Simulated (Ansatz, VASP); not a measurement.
# One calculation of BN, two programs

The input INCAR:

```
  PREC = Accurate
  ENCUT = 520
  EDIFF = 1E-7
  ISMEAR = 0
  SIGMA = 0.05
  LREAL = False
  LASPH = True
  NELM = 60
  ALGO = Normal
  ISIF = 2
  LWAVE = False
  LCHARG = True
  GGA = PE
  LELF = True
  LVHAR = True
  NBANDS = 11
```

File KPOINTS:

```
Automatic mesh
0
Gamma
  16 16 16
```

Contents of POSCAR:

```
BN
1.0
    0.0000000000      1.8123426907      1.8123426907
    1.8123426907      0.0000000000      1.8123426907
    1.8123426907      1.8123426907      0.0000000000
B N
1 1
Direct
    0.0000000000      0.0000000000      0.0000000000
    0.7500000000      0.7500000000      0.7500000000
```

Input for Ansatz:

```yaml
crystal:
  lattice:
    - [0.0, 1.8123426907, 1.8123426907]
    - [1.8123426907, 0.0, 1.8123426907]
    - [1.8123426907, 1.8123426907, 0.0]
  atoms:
    - { symbol: B, position: [0.0, 0.0, 0.0] }
    - { symbol: "N", position: [0.75, 0.75, 0.75] }
basis:
  ecutwfc: 420
  ecutrho_ratio: 4
kpoints:
  mp_grid: { grid: [16, 16, 16] }
hamiltonian:
  xc: pbe
scf:
  occupations: { method: gaussian, width: 0.05 }
output:
  forces: true
  stress: true
  eigenvalues: true
```

Alike in both runs: task single point; functional PBE; k mesh 16 × 16 × 16; occupations gaussian, width 0.05 eV; no spin polarisation.

|  | VASP | Ansatz |
| --- | --- | --- |
| version | VASP 6.6.1 | Ansatz 0.2.0 |
| potentials or method | VASP PAW PBE potentials, release 64 (B, N) | scalar-relativistic, plane waves, PAW |
| plane-wave cutoff (eV) | 520 | 420 |
| valence electrons in the cell | 8 | 8 |

```csv
,VASP,Ansatz,Ansatz less VASP
gap on the k mesh at the Fermi level (eV),4.45,4.46,+0.012
least direct gap on the mesh (eV),8.78,8.79,+0.011
pressure (GPa),0.2,0.0,-0.24
```

The functional is the same, so the differences come from potentials, cutoffs and numerics.

A k mesh can miss the band edges. A hybrid or GW would open this gap; PBE tends to underestimate it.
